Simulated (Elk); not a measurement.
An Elk run on Cr with settings drawn from a wide range, so not all are converged; totals and levels move with the basis, and no second program has checked them. Method: DFT, AM05, all-electron APW+lo, Dirac cores, scalar-relativistic bands in Elk 11.2.3 with local patches. Elk's input is in atomic units.

Command: `OMP_NUM_THREADS=1 elk`

```
tasks
  0
  110
  115
  15

xctype
  30

rgkmax
  8.5

gmaxvr
  12

lmaxapw
  9

lmaxo
  8

lmaxi
  3

nrmtscf
  1

nempty
  8

epspot
  1e-06

epsengy
  0.0001

maxscl
  60

swidth
  0.004

stype
  0

lradstp
  2

mixtype
  1

hmaxvr
  4

reducebf
  0.5

spinpol
  .true.

tforce
  .true.

sppath
  './'

avec
  0.00000000000 3.40150702433 3.40150702433
  3.40150702433 0.00000000000 3.40150702433
  3.40150702433 3.40150702433 0.00000000000

atoms
  1
  'Cr.in'
  1
  0.000000000000 0.000000000000 0.000000000000   0.000 0.000 -0.200

ngridk
  11 11 11
```

Muffin-tin radii in the species files: Cr 2.10 bohr.

The cell comes from COD entry 1534885, which wasn't checked; take it as a given geometry.

What does the run give?

It refused before any iteration.
```
Error(init0): requested spin-polarised run with spin-unpolarised
 exchange-correlation functional
```
